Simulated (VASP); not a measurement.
Runs of VASP 6.6.1 on NaI. The structure is cubic, space group Fm-3m (No. 225). Conventional cell: a = 6.409 Å, b = 6.409 Å, c = 6.409 Å, α = 90.00°, β = 90.00°, γ = 90.00°. Na (site symmetry m-3m) is surrounded by 6 I at 3.20 Å. I (site symmetry m-3m) has 6 Na at 3.20 Å as nearest neighbours. 

```csv
task,level,cell,k mesh,cutoff (eV),grid for exact exchange (PRECFOCK),exchange at q = 0,screening parameter,share of exact exchange,gap on the mesh (eV),pressure (GPa)
band structure,PBE0,"Fm-3m, 32.91 Å³/atom",6 × 6 × 6,520,Fast,truncated,-,-,5.41,0.6
relaxation of cell and atoms,PBEsol,relaxed,8 × 8 × 8,600,-,-,-,-,3.58,0.0
band structure,HSE06,"Fm-3m, 32.91 Å³/atom",6 × 6 × 6,520,Fast,-,0.2 1/A,-,4.76,0.6
band structure,PBE-EpsX,"Fm-3m, 32.91 Å³/atom",6 × 6 × 6,520,Fast,truncated,-,0.2924,(a),(b)
```

Alike in all rows: potentials or basis VASP PAW PBE potentials, release 64 (Na_pv, I); no spin polarisation; smearing gaussian 0.03 eV.

Task: Estimate the missing entries.

Result: (a) 5.70; (b) 0.5.

Caveats: the PAW data sets were made with another functional, which shifts forces and pressure a little; spin-orbit coupling is left out, which moves the levels of the heavy elements.

A k mesh can miss the band edges, and the runs leave out spin-orbit coupling on I.

Runs at the PBE level aren't shown here.
